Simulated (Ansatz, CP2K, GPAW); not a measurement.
**The equilibrium volume of KTaO3, sorted by core time**

**What was measured.** The equilibrium volume of KTaO3 (Pm-3m) is reported as 12.69 Å³/atom (arxiv:2208.05712). The runs below try to reproduce it.

```
CELL_PARAMETERS angstrom
3.98830 0.00000 0.00000
0.00000 3.98830 0.00000
0.00000 0.00000 3.98830
ATOMIC_POSITIONS crystal
Ta 0.00000 0.00000 0.00000
K 0.50000 0.50000 0.50000
O 0.00000 0.00000 0.50000
O 0.00000 0.50000 0.00000
O 0.50000 0.00000 0.00000
```

```csv
rung,level,program and potentials,cutoff (eV),k mesh,smearing,task,core time,chip,equilibrium volume (Å³/atom),miss,notes
GGA,PBE,"Ansatz, Ansatz PAW (earlier soft set)",420,7 × 7 × 7,fermi-dirac 0.05,equation of state,10 s,Intel Xeon,13.02,+2.6 %,-
GGA,PBEsol,"Ansatz, Ansatz PAW",420,7 × 7 × 7,fermi-dirac 0.05,equation of state,12 s,Intel Xeon,12.66,-0.2 %,"potentials made for PBE, which Ansatz adapts in part"
GGA,RPBE,"Ansatz, Ansatz PAW",420,7 × 7 × 7,fermi-dirac 0.05,relaxation of cell and atoms,14 s,Arm Neoverse V1,13.34,+5.1 %,"potentials made for PBE, which Ansatz adapts in part"
meta-GGA + U (4 eV),"r2SCAN+U (Ta d U = 4 eV, fll (the default))","Ansatz, Ansatz PAW",500,7 × 7 × 7,fermi-dirac 0.05,relaxation of cell and atoms,24 s,Arm Neoverse V1,12.78,+0.7 %,"potentials made for PBE, which Ansatz adapts in part"
meta-GGA + U (3 eV),"r2SCAN+U (Ta d U = 3 eV, fll (the default))","Ansatz, Ansatz PAW",500,7 × 7 × 7,fermi-dirac 0.05,relaxation of cell and atoms,24 s,Arm Neoverse V1,12.76,+0.6 %,"potentials made for PBE, which Ansatz adapts in part"
meta-GGA + U (6 eV),"r2SCAN+U (Ta d U = 6 eV, fll (the default))","Ansatz, Ansatz PAW",500,7 × 7 × 7,fermi-dirac 0.05,relaxation of cell and atoms,24 s,Arm Neoverse V1,12.83,+1.1 %,"potentials made for PBE, which Ansatz adapts in part"
meta-GGA + U (1 eV),"r2SCAN+U (Ta d U = 1 eV, fll (the default))","Ansatz, Ansatz PAW",500,7 × 7 × 7,fermi-dirac 0.05,relaxation of cell and atoms,24 s,Arm Neoverse V1,12.72,+0.2 %,"potentials made for PBE, which Ansatz adapts in part"
meta-GGA + U (2 eV),"r2SCAN+U (Ta d U = 2 eV, fll (the default))","Ansatz, Ansatz PAW",500,7 × 7 × 7,fermi-dirac 0.05,relaxation of cell and atoms,25 s,Arm Neoverse V1,12.74,+0.4 %,"potentials made for PBE, which Ansatz adapts in part"
meta-GGA + U (8 eV),"r2SCAN+U (Ta d U = 8 eV, fll (the default))","Ansatz, Ansatz PAW",500,7 × 7 × 7,fermi-dirac 0.05,relaxation of cell and atoms,26 s,Arm Neoverse V1,12.89,+1.6 %,"potentials made for PBE, which Ansatz adapts in part"
meta-GGA + U (5 eV),"r2SCAN+U (Ta d U = 5 eV, fll (the default))","Ansatz, Ansatz PAW",500,7 × 7 × 7,fermi-dirac 0.05,relaxation of cell and atoms,27 s,Arm Neoverse V1,12.81,+0.9 %,"potentials made for PBE, which Ansatz adapts in part"
meta-GGA,r2SCAN,"Ansatz, Ansatz PAW",500,7 × 7 × 7,fermi-dirac 0.05,equation of state,28 s,Intel Xeon,12.71,+0.2 %,"potentials made for PBE, which Ansatz adapts in part"
GGA + dispersion,PBEsol+D3(zero damping),"GPAW, PAW data sets generated for this functional",800,6 × 6 × 6,fermi-dirac 0.05,equation of state,2.8 min,Intel Xeon 6975P-C Granite Rapids,12.59,-0.8 %,-
GGA + dispersion,PBE+D4,"GPAW, GPAW PAW data sets (gpaw-data 1.2.1)",800,6 × 6 × 6,fermi-dirac 0.05,equation of state,3 min,Intel Xeon 6975P-C Granite Rapids,12.96,+2.1 %,-
GGA,PBEsol,"Ansatz, all-electron LAPW, scalar-relativistic",-,7 × 7 × 7,fermi-dirac 0.05,equation of state,6.7 min,Intel Xeon Platinum 8375C Ice Lake,12.66,-0.2 %,-
LDA,LDA,"GPAW, the program's PAW data sets (release 1.2.1) made for this functional",800,7 × 7 × 7,fermi-dirac 0.05,equation of state,9.6 min,Intel Xeon Skylake/Cascade Lake,12.30,-3.1 %,-
GGA,PBEsol,"CP2K, POTENTIAL_UZH Ta GTH-PBE-q13, K GTH-PBE-q9, O GTH-PBE-q6; TZVP-MOLOPT-PBE-GTH basis",-,7 × 7 × 7,fermi-dirac 0.05,equation of state,12 min,Arm Neoverse V1,12.52,-1.3 %,atomic basis; potentials made for PBE
```

Times are single runs on shared hosts and different chips, so they are rough; meshes, cutoffs and the tasks' sizes weigh on the time. All rows: no spin polarisation. Smearing widths are in eV. Meshes differ between rows, which moves values too. Meshes are those of the run's cell of 5 atoms unless a note names another. Relaxations start from the cell shown or near it and stop with a little pressure left. Misses use the values as printed. Runs on faulty files, with rough fits or with known faults for this quantity aren't shown. No row holds spin-orbit coupling.

By rung: LDA 12.30; GGA 12.66 to 13.34; GGA + dispersion 12.59 to 12.96; meta-GGA + U (4 eV) 12.78; meta-GGA + U (3 eV) 12.76; meta-GGA + U (6 eV) 12.83; meta-GGA + U (1 eV) 12.72; meta-GGA + U (2 eV) 12.74; meta-GGA + U (8 eV) 12.89; meta-GGA + U (5 eV) 12.81; meta-GGA 12.71; GGA in atomic bases 12.52 (Å³/atom). Measured: 12.69 Å³/atom (arxiv:2208.05712). Closest, coarse meshes and atomic bases left aside, is r2SCAN (+0.2 %), and PBE misses by +2.6 % on plain settings. The runs are for a static lattice, while measurements hold temperature and zero-point motion.
